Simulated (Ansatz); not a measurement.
A run of Ansatz 0.2.0 is set up as follows.

Contents of input.yaml:

```yaml
crystal:
  lattice:
    - [2.8795009639, 0.0, 0.0]
    - [0.039072758, 2.8792794796, 0.0]
    - [0.0174953863, 0.0172449008, 5.1763391994]
  atoms:
    - { symbol: Cu, position: [0.0, 0.5, 0.0] }
    - { symbol: Cu, position: [0.5, 0.0, 0.5] }
    - { symbol: O, position: [0.99842397, 0.00167178, 0.7498871] }
    - { symbol: O, position: [0.00157603, 0.99832822, 0.2501129] }
kpoints:
  mp_grid: { grid: [9, 9, 5] }
  band_path:
    path:
      - [0.0, 0.0, 0.0]
      - [0.5, 0.5, 0.0]
      - [0.5009280546, 0.5009280546, 0.4940215567]
      - [0.5, 0.5, 0.5]
      - [0.5075950467, 0.4924049533, 0.5]
    npoints: 8
scf:
  occupations: { method: fermi_dirac, width: 0.05 }
hamiltonian:
  xc: pbesol
  pseudopotentials:
    kind: all_electron
    lapw: { basis_error: 0.002 }
    relativity: none
output:
  forces: true
  stress: true
  eigenvalues: true
```

Potentials or basis: all-electron LAPW, non-relativistic.

Launch:

```sh
$ ansatz run input.yaml --threads 2 --pin off --max-ram 8192MiB --backend cpu --events-out ev --progress --plain --runs-dir out
```

Task: Predict the largest force.

Result: 0.011 eV/Å.

Task: Predict the pressure.

Result: 0.3 GPa.

Task: Predict the band gap along the path.

Result: None (metal or under the smearing width).

Forces on the atoms (eV/Å):
```
Cu   0.000  0.000  0.000
Cu   0.000  0.000  0.000
O    0.004 -0.005  0.010
O   -0.004  0.005 -0.010
```

Caveat: the run has no spin polarisation, though such a crystal can be magnetic; semilocal functionals often make such compounds metallic where correlation or magnetic order opens a gap, which also shifts bond lengths.
